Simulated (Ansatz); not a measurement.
The structure comes from a relaxation in the same program, started in the rocksalt type, and has space group Fm-3m. Whether it is a known phase or the ground state wasn't checked.

A run on PtSe: DFT, PBE, all-electron LAPW, scalar-relativistic (Ansatz 0.2.0). The input:

```yaml
crystal:
  lattice:
    - [0.0, 2.6439660088, 2.6439660088]
    - [2.6439660088, 0.0, 2.6439660088]
    - [2.6439660088, 2.6439660088, 0.0]
  atoms:
    - { symbol: Pt, position: [0.0, 0.0, 0.0] }
    - { symbol: Se, position: [0.5, 0.5, 0.5] }
kpoints:
  mp_grid: { grid: [11, 11, 11] }
scf:
  occupations: { method: fermi_dirac, width: 0.03 }
hamiltonian:
  xc: pbe
  pseudopotentials:
    kind: all_electron
    lapw: { basis_error: 0.0005, muffin_tin_radii: { Se: 1.401, Pt: 1.401 } }
output:
  forces: true
  stress: true
  eigenvalues: true
```

Task: Is the run sound, and if not, why?

Result: No. The input was rejected before any iteration. The typed spheres overlap: twice 1.401 Å exceeds the shortest distance, 2.644 Å; smaller radii, or none typed, cure it. It says:
```
Error: `kind: all_electron` solves this crystal on LAPW (the input types lapw, or this build lists no dataset of some species for it), and no LAPW basis is found for it: the given muffin-tin radii of Se and Pt, or the smallest supported ones, add up to 2.802 Å, and 2.644 Å are free between these atoms; give smaller radii, or leave one out; where each species has a listed dataset, leave lapw and dirac_shells out and run without spin–orbit coupling, or set another kind (and leave the keys of all_electron out)
```
